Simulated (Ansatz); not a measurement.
**ZnSiP2, response to strain**

The parent structure is ZnSiP$_{2}$ in the chalcopyrite structure (space group I-42d, No. 122).

```
ZnSiP2
1.0
   -2.67644     2.67644     5.22279
    2.67644    -2.67644     5.22279
    2.67644     2.67644    -5.22279
Zn Si P
2 2 4
Cartesian
  0.00000   2.67644   2.61140
  0.00000   0.00000   0.00000
  2.67644   0.00000   2.61140
  0.00000   0.00000   5.22279
  1.33822   1.41570  -1.30570
  1.33822   1.26074   3.91709
  3.93718   1.33822   1.30570
 -1.26074   1.33822   6.52849
```

Cartesian axes are those of the cell as printed.

Strains are applied to the cell and any free atomic positions relax; under biaxial strain the out-of-plane vector relaxes too.

The values are results of PBEsol/PAW in Ansatz (an electronic-structure program), no SOC, earlier PAW set, not measurements.

Notes on the quantities. in-plane stress: mean in-plane stress (compression positive).

```csv
case,band gap,hole mass,in-plane stress,volume per atom
base,1.16 eV,"0.16 mₑ along c, 0.37 mₑ across (at Γ)",–,18.71 Å³
"biaxial strain −0.90 %, plane normal [001], relaxed out of plane",1.24 eV,"0.17 mₑ out of plane, 0.38 mₑ in plane (at Γ)",?,?
"biaxial strain −0.63 %, plane normal [001], relaxed out of plane",1.24 eV,"0.17 mₑ out of plane, 0.38 mₑ in plane (at Γ)",?,18.58 Å³
"biaxial strain +0.58 %, plane normal [001], relaxed out of plane",1.09 eV,"0.16 mₑ out of plane, 0.37 mₑ in plane (at Γ)",-0.8 GPa,18.82 Å³
"biaxial strain +3.72 %, plane normal [001], relaxed out of plane",0.79 eV,"0.15 mₑ out of plane, 0.37 mₑ in plane (at Γ)",-4.6 GPa,19.37 Å³
```

### Question
Fill in the withheld entries from the trend.

### Answer

- biaxial strain −0.90 %, plane normal [001], relaxed out of plane, in-plane stress: +1.3 GPa
- biaxial strain −0.90 %, plane normal [001], relaxed out of plane, volume per atom: 18.53 Å³
- biaxial strain −0.63 %, plane normal [001], relaxed out of plane, in-plane stress: +0.9 GPa

Masses are band curvatures over ±0.01 Å⁻¹ around the edge. Whether these cells are dynamically stable was not tested.
